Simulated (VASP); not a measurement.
Wanted: the native input for a VASP 6.6.1 run.

```yaml
Task: relaxation of the atoms
Functional: PBE
Potentials_or_basis: VASP PAW PBE potentials, release 64 (Au)
Cutoff: 520 eV
k_mesh: 8 × 8 × 1
Occupations: fermi-dirac, width 0.05 eV
Spin: no spin polarisation
Dipole_correction: yes
Atoms_held_fixed_from_0: "[0, 1, 2]"
Further_INCAR_settings: ALGO = Normal; EDIFF = 1e-06; IBRION = 2; EDIFFG = -0.01; NSW = 40
```

The structure of Au lies in POSCAR:

```
Au
1.0
    2.8226199300      0.0000000000      0.0000000000
   -1.4113099650      2.5559330250      0.0000000000
    0.0000000000      0.0000000000     29.6795088300
Au
7
Selective dynamics
Direct
    0.3346720300      0.6693440600      0.2526995997  F F F
    0.6653279700      0.3306559400      0.3351330665  F F F
    0.3346720300      0.6693440600      0.4175665332  F F F
    0.6653279700      0.3306559400      0.5000000000  T T T
    0.3346720300      0.6693440600      0.5824334668  T T T
    0.6653279700      0.3306559400      0.6648669335  T T T
    0.3346720300      0.6693440600      0.7473004003  T T T
```

The input as run:

INCAR

```
SYSTEM = Au
PREC = Accurate ; ENCUT = 520
EDIFF = 1E-6 ; ISMEAR = -1
SIGMA = 0.05 ; LREAL = .FALSE.
LASPH = .TRUE. ; NELM = 100
ALGO = Normal ; ISIF = 2
LWAVE = .FALSE. ; LCHARG = .FALSE.
LDIPOL = .TRUE. ; IDIPOL = 3
DIPOL = 0.5 0.5 0.500 ; GGA = PE
IBRION = 2 ; NSW = 40
EDIFFG = -0.01
```

KPOINTS

```
regular mesh
0
G
  8 8 1
  0 0 0
```

Potentials or basis: VASP PAW PBE potentials, release 64 (Au).

The run is started by

```console
$ cat potpaw_PBE.64/Au/POTCAR > POTCAR
$ mpirun -np 1 vasp_std > vasp.out
```

It gave:

| Property | Result |
| --- | --- |
| Energy gained by relaxing | 3.4 meV/atom |
| Ionic steps | 23 |
| Band gap on the k mesh | none (metal or under the smearing width) |

Run time: 44 min on 1 thread of AMD EPYC 9R45 96-Core Processor (Zen 5), on a shared host, peak memory 0.42 GiB.
